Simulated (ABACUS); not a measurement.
# Zr (P6_3/mmc) in ABACUS: notebook

Runs on Zr. Level: LDA. Tasks: band structure, equation of state.

All numbers are computed with ABACUS 3.10.1; they aren't measurements. Logs are shortened: lines on timing, memory, paths and dates and some standing lists are left out, and cuts for length are marked.

### 1 Starting point

Symmetry: P6_3/mmc, No. 194, hexagonal system. Conventional cell: a = 3.232 Å, b = 3.232 Å, c = 5.147 Å, α = 90.00°, β = 90.00°, γ = 120.00°. Zr (site symmetry -6m2) has 12 Zr at 3.18 to 3.23 Å as nearest neighbours.

### 2 Band structure, LDA

INPUT

```
INPUT_PARAMETERS
suffix              Zr
calculation         nscf
basis_type          pw
pseudo_dir          ./
symmetry            -1
dft_functional      pz
ecutwfc             40.0
pseudo_rcut         10
nspin               1
nbands              22
ks_solver           dav
smearing_method     fd
smearing_sigma      0.00367493
scf_thr             1e-08
scf_nmax            100
mixing_type         broyden
mixing_beta         0.7
ecutrho             320.0
init_chg            file
pw_diag_thr         1e-07
out_band            1
kpar                4
```

STRU

```
ATOMIC_SPECIES
Zr 91.2240 zr_lda_v1.uspp.F.UPF

LATTICE_CONSTANT
1.8897261246

LATTICE_VECTORS
3.2320000000 0.0000000000 0.0000000000
-1.6160000000 2.7989941050 0.0000000000
0.0000000000 0.0000000000 5.1470000000

ATOMIC_POSITIONS
Direct

Zr
0.0
2
0.6666666667 0.3333333333 0.7500000000 1 1 1
0.3333333333 0.6666666667 0.2500000000 1 1 1
```

KPT

```
K_POINTS
12
Line
0.00000000 0.00000000 0.00000000 10 // G
0.50000000 0.00000000 0.00000000 10 // M
0.33333333 0.33333333 0.00000000 10 // K
0.00000000 0.00000000 0.00000000 10 // G
0.00000000 0.00000000 0.50000000 10 // A
0.50000000 0.00000000 0.50000000 10 // L
0.33333333 0.33333333 0.50000000 10 // H
0.00000000 0.00000000 0.50000000 1 // A
0.50000000 0.00000000 0.50000000 10 // L
0.50000000 0.00000000 0.00000000 1 // M
0.33333333 0.33333333 0.00000000 10 // K
0.33333333 0.33333333 0.50000000 1 // H
```

Potentials or basis: GBRV ultrasoft 1.5 LDA, plane waves.

Run with:

```
$ OMP_NUM_THREADS=1 mpirun -np 4 abacus > log
```

running log:

```text
ABACUS v3.10.1

               Atomic-orbital Based Ab-initio Computation at UStc

 ------------------------------------------------------------------------------------

 READING GENERAL INFORMATION
                           global_out_dir = OUT.Zr/
                           global_in_card = INPUT
                               pseudo_dir = ./
                              orbital_dir =
                                    DSIZE = 4
                                    GSIZE = 1

 READING UNITCELL INFORMATION
                                    ntype = 1
                  lattice constant (Bohr) = 1.88973
              lattice constant (Angstrom) = 1

 READING ATOM TYPE 1
                               atom label = Zr
                      L=0, number of zeta = 1
                      L=1, number of zeta = 1
                      L=2, number of zeta = 1
             number of atom for this type = 2

                        TOTAL ATOM NUMBER = 2
DIRECT COORDINATES
    atom                   x                   y                   z     mag                  vx                  vy                  vz
taud_Zr1            0.6666666667        0.3333333333        0.7500000000  0.0000        0.0000000000        0.0000000000        0.0000000000
taud_Zr2            0.3333333333        0.6666666667        0.2500000000  0.0000        0.0000000000        0.0000000000        0.0000000000

                          Volume (Bohr^3) = 314.213
                             Volume (A^3) = 46.5615

 Lattice vectors: (Cartesian coordinate: in unit of a_0)
               +3.232                  +0                  +0
               -1.616            +2.79899                  +0
                   +0                  +0              +5.147
 Reciprocal vectors: (Cartesian coordinate: in unit of 2 pi/a_0)
            +0.309406           +0.178636                  -0
                   -0           +0.357271                  -0
                   +0                  -0           +0.194288
 The esolver type has been set to : ksdft_pw

                PAO radial cut off (Bohr) = 10

 Read in pseudopotential file is zr_lda_v1.uspp.F.UPF
                     pseudopotential type = US
          exchange-correlation functional = PZ
                 nonlocal core correction = 1
                        valence electrons = 12
                                     lmax = 2
                           number of zeta = 5
                     number of projectors = 6
                           L of projector = 0
                           L of projector = 0
                           L of projector = 1
                           L of projector = 1
                           L of projector = 2
                           L of projector = 2
     initial pseudo atomic orbital number = 26

 SETUP THE ELECTRONS NUMBER
            electron number of element Zr = 12
      total electron number of element Zr = 24
            AUTOSET number of electrons:  = 24
                           occupied bands = 12
                                   NBANDS = 22
                                   NLOCAL = 18

%%%%%%%%%%%%%%%%%%%%%%%%%%%%%%%%%%%%%%%%%%%%%%%%%%%%%%%%%%%%%%%%%%%%%%%%%%%%%%%%%%%%%%%%%%%%%%%%%%%%%%%%%%
 Warning: the number of valence electrons in pseudopotential > 4 for Zr: [Kr] 4d2 5s2
 Pseudopotentials with additional electrons can yield (more) accurate outcomes, but may be less efficient.
 If you're confident that your chosen pseudopotential is appropriate, you can safely ignore this warning.
[... 89 lines left out ...]

[... K-POINTS DIRECT COORDINATES: 24 rows ...]

 SETUP PLANE WAVES FOR WAVE FUNCTIONS
     energy cutoff for wavefunc (unit:Ry) = 40
              fft grid for wave functions = [ 25, 25, 40 ]
                    number of plane waves = 1797
                         number of sticks = 121

 PARALLEL PW FOR WAVE FUNCTIONS
     PROC   COLUMNS(POT)             PW
        1            121           1797
 --------------- sum -------------------
        1            121           1797

 SETUP NONLOCAL PSEUDOPOTENTIALS IN PLANE WAVE BASIS
 Zr non-local projectors:
 projector 1 L=0
 projector 2 L=0
 projector 3 L=1
 projector 4 L=1
 projector 5 L=2
 projector 6 L=2
      TOTAL NUMBER OF NONLOCAL PROJECTORS = 36

 Init Non-Local PseudoPotential table :
 Init Non-Local-Pseudopotential done.

                                     npwx = 1363

 Make real space PAO into reciprocal space.
       max mesh points in Pseudopotential = 709
     dq(describe PAO in reciprocal space) = 0.01
                                    max q = 763

 number of pseudo atomic orbitals for Zr is 5
WARNING: norm of atomic wavefunction # 3 of atomic type Zr is 0.999936, renormalized
WARNING: norm of atomic wavefunction # 4 of atomic type Zr is 0.999616, renormalized
WARNING: norm of atomic wavefunction # 5 of atomic type Zr is 0.989317, renormalized

 -------------------------------------------
 NONSELF-CONSISTENT
 -------------------------------------------
                                 init_chg = file
 try to read charge from file
 Read in the charge density: OUT.Zr//Zr-CHARGE-DENSITY.restart

 PW ALGORITHM --------------- ION=   1  ELEC=   1--------------------------------
 k(1/93) Iter steps (avg)=9 threshold=1e-07
 k(2/93) Iter steps (avg)=10 threshold=1e-07
 k(3/93) Iter steps (avg)=10 threshold=1e-07
 k(4/93) Iter steps (avg)=10 threshold=1e-07
 k(5/93) Iter steps (avg)=11 threshold=1e-07
 k(6/93) Iter steps (avg)=9 threshold=1e-07
 k(7/93) Iter steps (avg)=9 threshold=1e-07
 k(8/93) Iter steps (avg)=10 threshold=1e-07
 k(9/93) Iter steps (avg)=11 threshold=1e-07
 k(10/93) Iter steps (avg)=9 threshold=1e-07
[... 4 lines left out ...]
 k(15/93) Iter steps (avg)=8 threshold=1e-07
 k(16/93) Iter steps (avg)=8 threshold=1e-07
 k(17/93) Iter steps (avg)=8 threshold=1e-07
 k(18/93) Iter steps (avg)=8 threshold=1e-07
 k(19/93) Iter steps (avg)=8 threshold=1e-07
 k(20/93) Iter steps (avg)=8 threshold=1e-07
 k(21/93) Iter steps (avg)=9 threshold=1e-07
 k(22/93) Iter steps (avg)=9 threshold=1e-07
 k(23/93) Iter steps (avg)=8 threshold=1e-07
 k(24/93) Iter steps (avg)=9 threshold=1e-07
[... levels at 24 k points of this process ...]

 Density error is 0.00000000000
                          Error Threshold = 1.00000000000e-07
----------------------------------------------------------
     Energy           Rydberg                 eV
----------------------------------------------------------
 E_KohnSham     -198.5900968632      -2701.9568837110
 E_KS(sigma->0) -198.5889522288      -2701.9413101617
 E_Harris       -198.5900968632      -2701.9568837110
 E_band         -14.3389614456       -195.0915790627
 E_one_elec     -36.3353995869       -494.3684734890
 E_Hartree      27.2299575250        370.4825786380
 E_xc           -35.3449849335       -480.8931908192
 E_Ewald        -154.1373805991      -2097.1466509422
 E_entropy(-TS) -0.0022892687        -0.0311470986
 E_descf        0.0000000000         0.0000000000
 E_exx          0.0000000000         0.0000000000
 E_Fermi        1.0280017824         13.9866817945
----------------------------------------------------------

 charge density convergence is achieved
 final etot is -2701.9568837 eV
 EFERMI = 13.986681795 eV

 STATE ENERGY(eV) AND OCCUPATIONS    NSPIN == 1
 1/24 kpoint (Cartesian) = 0.0000 0.0000 0.0000 (1363 pws)
       1       -34.8126      0.0215054
       2       -34.6556      0.0215054
       3       -13.3942      0.0215054
       4       -12.5138      0.0215054
       5       -12.5138      0.0215054
       6       -12.3731      0.0215054
[... 134 lines left out ...]
      21        22.6679    8.47412e-78
      22        25.7292        0.00000

[... levels at 18 further k points ...]

 --------------------------------------------
 !FINAL_ETOT_IS -2701.956883710987 eV
 --------------------------------------------

 Output bands in file: OUT.Zr/BANDS_1.dat
```

Run time: 4.2 s. Hardware: 4 MPI ranks of Intel Xeon Platinum 8488C (Sapphire Rapids), shared host; peak memory 0.64 GiB.

Levels at the corners of the path, in eV from the Fermi level:
```
point  band 10  band 11  band 12  band 13  band 14  band 15
    Γ    -3.10     0.78     0.78     0.93     1.18     1.47
    M    -2.57    -2.20    -0.23     0.44     0.72     1.39
    K    -1.40    -1.40    -1.17     0.19     0.19     1.72
    Γ    -3.10     0.78     0.78     0.93     1.18     1.47
    A    -4.00    -0.01    -0.01     0.68     0.68     0.68
    L    -2.93    -1.12    -1.12     1.61     1.61     2.12
    H    -1.52    -1.32    -1.32    -0.06    -0.06     1.95
    A    -4.00    -0.01    -0.01     0.68     0.68     0.68
    L    -2.93    -1.12    -1.12     1.61     1.61     2.12
    M    -2.57    -2.20    -0.23     0.44     0.72     1.39
    K    -1.40    -1.40    -1.17     0.19     0.19     1.72
    H    -1.52    -1.32    -1.32    -0.06    -0.06     1.95
```

Caveat: the density is read from an earlier self-consistent run, whose mesh may be coarse.

(Part 1 of 2 ends here.)
